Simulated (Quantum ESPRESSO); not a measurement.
Ti, 2 atoms in the cell. Symmetry: P6_3/mmc, No. 194, hexagonal system. Conventional cell: a = 2.950 Å, b = 2.950 Å, c = 4.680 Å, α = 90.00°, β = 90.00°, γ = 120.00°. Around Ti (site symmetry -6m2) lie 12 Ti at 2.89 to 2.95 Å. 

- Program: Quantum ESPRESSO 7.5
- Task: phonon dispersion
- Functional: PBE
- Potentials or basis: JTH 2.0 PBE
- Cutoff: 490 eV
- Density cutoff: 2939 eV
- k mesh: 8 × 8 × 4
- Occupations: gaussian, width 0.136 eV
- Spin: no spin polarisation
- Mixing beta: 0.5
- Most SCF iterations: 120
- SCF threshold: 4e-10 Ry
- q mesh: 2 × 2 × 2

Potentials or basis: JTH 2.0 PBE.

Run with:

```console
$ OMP_NUM_THREADS=1 pw.x -in pw.in > pw.out
$ OMP_NUM_THREADS=1 pw.x -in relax.in > relax.out
$ OMP_NUM_THREADS=1 pw.x -in scf2.in > scf2.out
$ OMP_NUM_THREADS=1 ph.x -in ph.in > ph.out
$ OMP_NUM_THREADS=1 q2r.x -in q2r.in > q2r.out
$ OMP_NUM_THREADS=1 matdyn.x -in matdyn.in > matdyn.out
$ OMP_NUM_THREADS=1 matdyn.x -in matdyn_dos.in > matdyn_dos.out
```

Hardware: 1 thread of Arm Neoverse V1, with other jobs on the host.

Q: How long does it take, and how much memory?

A: Run time: 29 min on 1 thread of Arm Neoverse V1, on a shared host, peak memory 0.11 GiB. Counts: scf iterations 88, k pools 1, bands 19, ion steps 7, k points 30, g dense 12767.
